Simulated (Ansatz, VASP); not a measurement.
# Ir in VASP and in Ansatz

```
Ir
1.0
     0.00000    1.93806    1.93806
     1.93806    0.00000    1.93806
     1.93806    1.93806    0.00000
Ir
1
Direct
  0.00000 0.00000 0.00000
```

Alike in both runs: functional PBE; k mesh 8 × 8 × 8; occupations gaussian, width 0.1 eV; no spin polarisation.

Ansatz relaxed the structure, and its values are those at the end. VASP's run is a single point on that final structure, the one shown.

|  | VASP | Ansatz |
| --- | --- | --- |
| version | VASP 6.6.1 | Ansatz 0.2.0 |
| potentials or method | VASP PAW PBE potentials, release 64 (Ir) | scalar-relativistic, plane waves, PAW |
| plane-wave cutoff (eV) | 520 | 420 |
| valence electrons in the cell | 9 | 17 |

Ansatz gave:

- gap on the k mesh at the Fermi level (eV): none
- pressure (GPa): -0.1

Q: What did VASP give for the same quantities?

A: gap on the k mesh at the Fermi level (eV): none; pressure (GPa): 0.3.

A gap of «none» marks a metal or a gap that the smearing closes. The two sets of potentials don't hold the same shells in valence.

The runs have no spin-orbit coupling, so splittings on Ir are missing.
